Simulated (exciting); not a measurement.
# Zn (Im-3m) in exciting: equation of state

Aim: energy against volume of Zn in PBE, for its equilibrium volume and stiffness.

Everything below comes from runs of exciting (release sodium). Logs are shortened: lines on timing, memory, paths and dates and some standing lists are left out, and cuts for length are marked.

## (1) Starting point

It takes space group Im-3m (No. 229, cubic). Conventional cell: a = 3.138 Å, b = 3.138 Å, c = 3.138 Å, α = 90.00°, β = 90.00°, γ = 90.00°. Around Zn (site symmetry m-3m) lie 8 Zn at 2.72 Å.

This isn't the form of Zn at room conditions, which is hcp.

## (2) Equation of state, PBE, 14.52 Å³/atom (volume scaled by 0.94)

File input.xml:

```xml
<input>
  <title>Zn</title>
  <structure speciespath="./" tshift="false">
    <crystal scale="1">
      <basevect>-2.904521996851 2.904521996851 2.904521996851</basevect>
      <basevect>2.904521996851 -2.904521996851 2.904521996851</basevect>
      <basevect>2.904521996851 2.904521996851 -2.904521996851</basevect>
    </crystal>
    <species speciesfile="Zn.xml" rmt="2">
      <atom coord="0.000000000000 0.000000000000 0.000000000000"/>
    </species>
  </structure>
  <groundstate do="fromscratch" ngridk="12 12 12" rgkmax="8" gmaxvr="14" lmaxapw="10" lmaxmat="10" lmaxvr="8" xctype="GGA_PBE" stype="Fermi Dirac" swidth="0.00183747" nempty="8" ValenceRelativity="iora*" epsengy="1e-06" epspot="1e-06" maxscl="80" outputlevel="normal"/>
</input>
```

Potentials or basis: all-electron LAPW+lo, shipped species files, valence relativity iora*.

Command:

```
$ OMP_NUM_THREADS=1 exciting_smp
```

INFO.OUT:

```text
================================================================================
EXCITING SODIUM started
[... 10 lines left out ...]

 Lattice vectors (cartesian) :
     -2.9045219969      2.9045219969      2.9045219969
      2.9045219969     -2.9045219969      2.9045219969
      2.9045219969      2.9045219969     -2.9045219969

 Reciprocal lattice vectors (cartesian) :
     -0.0000000000      1.0816212296      1.0816212296
      1.0816212296     -0.0000000000      1.0816212296
      1.0816212296      1.0816212296     -0.0000000000

 Unit cell volume                           :      98.0130718983
 Brillouin zone volume                      :       2.5307870536

 Species :    1 (Zn)
     parameters loaded from                 :    Zn.xml
     name                                   :    zinc
     nuclear charge                         :     -30.00000000
     electronic charge                      :      30.00000000
     atomic mass                            :  119198.67800000
     muffin-tin radius                      :       2.00000000
     # of radial points in muffin-tin       :     350

     atomic positions (lattice) :
[... 7 lines left out ...]
 Number of crystal symmetries               :      48

 k-point grid                               :      12   12   12
 Total number of k-points                   :      72
 k-point set is reduced with crystal symmetries

 R^MT_min * |G+k|_max (rgkmax)              :       8.00000000
 Species with R^MT_min                      :       1 (Zn)
 Maximum |G+k| for APW functions            :       4.00000000
 Maximum |G| for potential and density      :      14.00000000

 G-vector grid sizes                        :      24    24    24
 Total number of G-vectors                  :    4537

 Maximum angular momentum used for
     APW functions                          :      10
     computing H and O matrix elements      :      10
     potential and density                  :       8
     inner part of muffin-tin               :       2

 Total nuclear charge                       :     -30.00000000
 Total electronic charge                    :      30.00000000
 Total core charge                          :      12.00000000
 Total valence charge                       :      18.00000000

 Number of empty states                     :       8
 Total number of valence states             :      18

 Maximum Hamiltonian size                   :     128
 Maximum number of plane-waves              :     116
 Total number of local-orbitals             :      12

 Exchange-correlation type                  :      20
[... 23 lines left out ...]
+ SCF iteration number :    1                                                  +
++++++++++++++++++++++++++++++++++++++++++++++++++++++++++++++++++++++++++++++++
 Total energy                               :     -1791.99019475
 _______________________________________________________________
 Fermi energy                               :         0.31057499
 Kinetic energy                             :      1831.47647132
 Coulomb energy                             :     -3551.94815668
 Exchange energy                            :       -70.06296616
 Correlation energy                         :        -1.45554323

 DOS at Fermi energy (states/Ha/cell)       :        12.87316900

 Electron charges :
     core                                   :        12.00000000
     core leakage                           :         0.00087361
     valence                                :        18.00000000
     interstitial                           :         1.94124260
     charge in muffin-tin spheres :
                  atom     1    Zn          :        28.05875740
     total charge in muffin-tins            :        28.05875740
     total charge                           :        30.00000000

++++++++++++++++++++++++++++++++++++++++++++++++++++++++++++++++++++++++++++++++
+ SCF iteration number :    2                                                  +
++++++++++++++++++++++++++++++++++++++++++++++++++++++++++++++++++++++++++++++++
 Total energy                               :     -1795.37607875
 _______________________________________________________________
 Fermi energy                               :         0.30047224
 Kinetic energy                             :      1829.90600759
 Coulomb energy                             :     -3553.62261380
 Exchange energy                            :       -70.20268436
 Correlation energy                         :        -1.45678818
[... 287 lines left out ...]
++++++++++++++++++++++++++++++++++++++++++++++++++++++++++++++++++++++++++++++++
+ SCF iteration number :   13                                                  +
++++++++++++++++++++++++++++++++++++++++++++++++++++++++++++++++++++++++++++++++
 Total energy                               :     -1796.10838286
 _______________________________________________________________
 Fermi energy                               :         0.28396085
 Kinetic energy                             :      1829.05464127
 Coulomb energy                             :     -3553.49085873
 Exchange energy                            :       -70.21521055
 Correlation energy                         :        -1.45695485

 DOS at Fermi energy (states/Ha/cell)       :        14.55832613

 Electron charges :
     core                                   :        12.00000000
     core leakage                           :         0.00084330
     valence                                :        18.00000000
     interstitial                           :         1.88192660
     charge in muffin-tin spheres :
                  atom     1    Zn          :        28.11807340
     total charge in muffin-tins            :        28.11807340
     total charge                           :        30.00000000

 RMS change in effective potential (target) :  0.113130E-07  ( 0.100000E-05)
 Absolute change in total energy   (target) :  0.788370E-06  ( 0.100000E-05)
 Charge distance                   (target) :  0.202650E-08  ( 0.100000E-04)

++++++++++++++++++++++++++++++++++++++++++++++++++++++++++++++++++++++++++++++++
| Convergency criteria checked for the last 2 iterations                       +
| Convergence targets achieved. Performing final SCF iteration                 +
++++++++++++++++++++++++++++++++++++++++++++++++++++++++++++++++++++++++++++++++
 Total energy                               :     -1796.10838388
 _______________________________________________________________
 Fermi energy                               :         0.28396087
 Kinetic energy                             :      1829.05464110
 Coulomb energy                             :     -3553.49085952
 Exchange energy                            :       -70.21521061
 Correlation energy                         :        -1.45695485

 DOS at Fermi energy (states/Ha/cell)       :        14.55830717

 Electron charges :
     core                                   :        12.00000000
     core leakage                           :         0.00084330
     valence                                :        18.00000000
     interstitial                           :         1.88192657
     charge in muffin-tin spheres :
                  atom     1    Zn          :        28.11807343
     total charge in muffin-tins            :        28.11807343
     total charge                           :        30.00000000

++++++++++++++++++++++++++++++++++++++++++++++++++++++++++++++++++++++++++++++++
[... 12 lines left out ...]
| EXCITING SODIUM stopped                                                      =
================================================================================
```

LINENGY.OUT:

```text
Species :    1 (Zn), atom :    1
 APW functions :
  l =  0, order =  1 :   0.2225000000
  l =  1, order =  1 :   0.7525000000
  l =  2, order =  1 :   0.2375000000E-01
  l =  3, order =  1 :   0.1500000000
  l =  3, order =  2 :   0.1500000000
  l =  4, order =  1 :   0.1500000000
[... 11 lines left out ...]
  l = 10, order =  1 :   0.1500000000
  l = 10, order =  2 :   0.1500000000
 local-orbital functions :
  l.o. =  1, l =  0, order =  1 :   0.2225000000
  l.o. =  1, l =  0, order =  2 :   0.2225000000
  l.o. =  2, l =  1, order =  1 :   0.7525000000
  l.o. =  2, l =  1, order =  2 :   0.7525000000
  l.o. =  3, l =  2, order =  1 :   0.2375000000E-01
  l.o. =  3, l =  2, order =  2 :   0.2375000000E-01
  l.o. =  4, l =  1, order =  1 :   0.7525000000
  l.o. =  4, l =  1, order =  2 :   0.7525000000
  l.o. =  4, l =  1, order =  3 :   -2.686450000
```

WARNINGS.OUT:

```text
Inversion symmetry is present. Consider using input%groundstate%solver%type = "inversionsymmetry"
```

Run time: 26 s. Hardware: 1 thread of AMD EPYC 7R43 (Zen 3), shared host; peak memory 0.09 GiB.

What came out:

```
Free energy                                       : -48874.6028 eV
Band gap on the k mesh                            : none (metal or under the smearing width)
All electrons inside the program's atomic spheres : Zn 28.12 (radii Zn 2.0 bohr)
```

Caveat: rgkmax is low for these elements, so energy differences scatter by about 1 meV per atom; the log's total energy holds no entropy term; the free energy is that total less TS from the occupations.

## (3) Equation of state, PBE, 14.83 Å³/atom (volume scaled by 0.96)

Edit input.xml of step 2 so:

```diff
@@ -4,5 +4,5 @@
     <crystal scale="1">
-      <basevect>-2.904521996851 2.904521996851 2.904521996851</basevect>
-      <basevect>2.904521996851 -2.904521996851 2.904521996851</basevect>
-      <basevect>2.904521996851 2.904521996851 -2.904521996851</basevect>
+      <basevect>-2.924977050993 2.924977050993 2.924977050993</basevect>
+      <basevect>2.924977050993 -2.924977050993 2.924977050993</basevect>
+      <basevect>2.924977050993 2.924977050993 -2.924977050993</basevect>
     </crystal>
```

Potentials or basis: all-electron LAPW+lo, shipped species files, valence relativity iora*.

Command:

```
$ OMP_NUM_THREADS=1 exciting_smp
```

Wall time 25 s (1 thread of AMD EPYC 7R43 (Zen 3), shared host); peak memory 0.1 GiB.

Results (log left out):

```
Free energy                                       : -48874.6082 eV
Band gap on the k mesh                            : none (metal or under the smearing width)
All electrons inside the program's atomic spheres : Zn 28.11 (radii Zn 2.0 bohr)
```

Caveat: rgkmax is low for these elements, so energy differences scatter by about 1 meV per atom; the log's total energy holds no entropy term; the free energy is that total less TS from the occupations.

## (4) Equation of state, PBE, 15.14 Å³/atom (volume scaled by 0.98)

Edit input.xml of step 3 so:

```diff
@@ -4,5 +4,5 @@
     <crystal scale="1">
-      <basevect>-2.924977050993 2.924977050993 2.924977050993</basevect>
-      <basevect>2.924977050993 -2.924977050993 2.924977050993</basevect>
-      <basevect>2.924977050993 2.924977050993 -2.924977050993</basevect>
+      <basevect>-2.945149943892 2.945149943892 2.945149943892</basevect>
+      <basevect>2.945149943892 -2.945149943892 2.945149943892</basevect>
+      <basevect>2.945149943892 2.945149943892 -2.945149943892</basevect>
     </crystal>
```

Command:

```
$ OMP_NUM_THREADS=1 exciting_smp
```

Run time: 25 s. Hardware: 1 thread of AMD EPYC 7R43 (Zen 3), shared host; peak memory 0.1 GiB.

Results (log left out):

```yaml
Free_energy: -48874.6111 eV
Band_gap_on_the_k_mesh: none (metal or under the smearing width)
All_electrons_inside_the_program's_atomic_spheres: Zn 28.10 (radii Zn 2.0 bohr)
```

Caveat: rgkmax is low for these elements, so energy differences scatter by about 1 meV per atom; the log's total energy holds no entropy term; the free energy is that total less TS from the occupations.

## (5) Equation of state, PBE, 15.45 Å³/atom

Edit input.xml of step 4 so:

```diff
@@ -4,5 +4,5 @@
     <crystal scale="1">
-      <basevect>-2.945149943892 2.945149943892 2.945149943892</basevect>
-      <basevect>2.945149943892 -2.945149943892 2.945149943892</basevect>
-      <basevect>2.945149943892 2.945149943892 -2.945149943892</basevect>
+      <basevect>-2.965050209404 2.965050209404 2.965050209404</basevect>
+      <basevect>2.965050209404 -2.965050209404 2.965050209404</basevect>
+      <basevect>2.965050209404 2.965050209404 -2.965050209404</basevect>
     </crystal>
```

Command:

```
$ OMP_NUM_THREADS=1 exciting_smp
```

Wall time 28 s (1 thread of AMD EPYC 7R43 (Zen 3), shared host); peak memory 0.1 GiB.

The run converged. Its results:

| Property | Result |
| --- | --- |
| Free energy | -48874.6104 eV |
| Band gap on the k mesh | none (metal or under the smearing width) |
| All electrons inside the program's atomic spheres | Zn 28.10 (radii Zn 2.0 bohr) |

Caveat: rgkmax is low for these elements, so energy differences scatter by about 1 meV per atom; the log's total energy holds no entropy term; the free energy is that total less TS from the occupations.

## (6) Equation of state, PBE, 15.76 Å³/atom (volume scaled by 1.02)

Edit input.xml of step 5 so:

```diff
@@ -4,5 +4,5 @@
     <crystal scale="1">
-      <basevect>-2.965050209404 2.965050209404 2.965050209404</basevect>
-      <basevect>2.965050209404 -2.965050209404 2.965050209404</basevect>
-      <basevect>2.965050209404 2.965050209404 -2.965050209404</basevect>
+      <basevect>-2.984686875697 2.984686875697 2.984686875697</basevect>
+      <basevect>2.984686875697 -2.984686875697 2.984686875697</basevect>
+      <basevect>2.984686875697 2.984686875697 -2.984686875697</basevect>
     </crystal>
```

Potentials or basis: all-electron LAPW+lo, shipped species files, valence relativity iora*.

Command:

```
$ OMP_NUM_THREADS=1 exciting_smp
```

Run time: 32 s. Hardware: 1 thread of AMD EPYC 7R43 (Zen 3), shared host; peak memory 0.1 GiB.

The run converged. Its results:

```
Free energy                                       : -48874.6091 eV
Band gap on the k mesh                            : none (metal or under the smearing width)
All electrons inside the program's atomic spheres : Zn 28.09 (radii Zn 2.0 bohr)
```

Caveat: rgkmax is low for these elements, so energy differences scatter by about 1 meV per atom; the log's total energy holds no entropy term; the free energy is that total less TS from the occupations.

## (7) Equation of state, PBE, 16.07 Å³/atom (volume scaled by 1.04)

Edit input.xml of step 6 so:

```diff
@@ -4,5 +4,5 @@
     <crystal scale="1">
-      <basevect>-2.984686875697 2.984686875697 2.984686875697</basevect>
-      <basevect>2.984686875697 -2.984686875697 2.984686875697</basevect>
-      <basevect>2.984686875697 2.984686875697 -2.984686875697</basevect>
+      <basevect>-3.004068502473 3.004068502473 3.004068502473</basevect>
+      <basevect>3.004068502473 -3.004068502473 3.004068502473</basevect>
+      <basevect>3.004068502473 3.004068502473 -3.004068502473</basevect>
     </crystal>
```

Command:

```
$ OMP_NUM_THREADS=1 exciting_smp
```

Wall time 29 s (1 thread of AMD EPYC 7R43 (Zen 3), shared host); peak memory 0.1 GiB.

The run converged. Its results:

| Property | Result |
| --- | --- |
| Free energy | -48874.6048 eV |
| Band gap on the k mesh | none (metal or under the smearing width) |
| All electrons inside the program's atomic spheres | Zn 28.09 (radii Zn 2.0 bohr) |

Caveat: rgkmax is low for these elements, so energy differences scatter by about 1 meV per atom; the log's total energy holds no entropy term; the free energy is that total less TS from the occupations.

(Part 1 of 2 ends here.)
